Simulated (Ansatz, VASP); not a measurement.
**One calculation of KBr, two programs**

```
K Br
1.0
     0.14405    3.29250    3.29250
     3.43655    0.00000    3.43655
     3.29250    3.29250    0.14405
K Br
1 1
Direct
  0.00000 0.00000 0.00000
  0.50000 0.50000 0.50000
```

Change from the starting cell: strain +0.0875 x Voigt [0, 0, 0, 0, 1, 0], atoms carried along.

Alike in both runs: task single point; functional PBE; k mesh 6 × 6 × 6; occupations gaussian, width 0.05 eV; no spin polarisation.

|  | VASP | Ansatz |
| --- | --- | --- |
| version | VASP 6.6.1 | Ansatz 0.2.0 |
| potentials or method | VASP PAW PBE potentials, release 64 (K_sv, Br) | scalar-relativistic, plane waves, PAW |
| plane-wave cutoff (eV) | 520 | 420 |
| valence electrons in the cell | 16 | 16 |

Ansatz gave:

- gap on the k mesh at the Fermi level (eV): 4.33
- least direct gap on the mesh (eV): 4.33
- pressure (GPa): 0.8
- largest component of the traceless stress (GPa): 0.44

Which values does VASP return?

gap on the k mesh at the Fermi level (eV): 4.32; least direct gap on the mesh (eV): 4.32; pressure (GPa): 0.9; largest component of the traceless stress (GPa): 0.44.

The functional is the same, so the differences come from potentials, cutoffs and numerics.
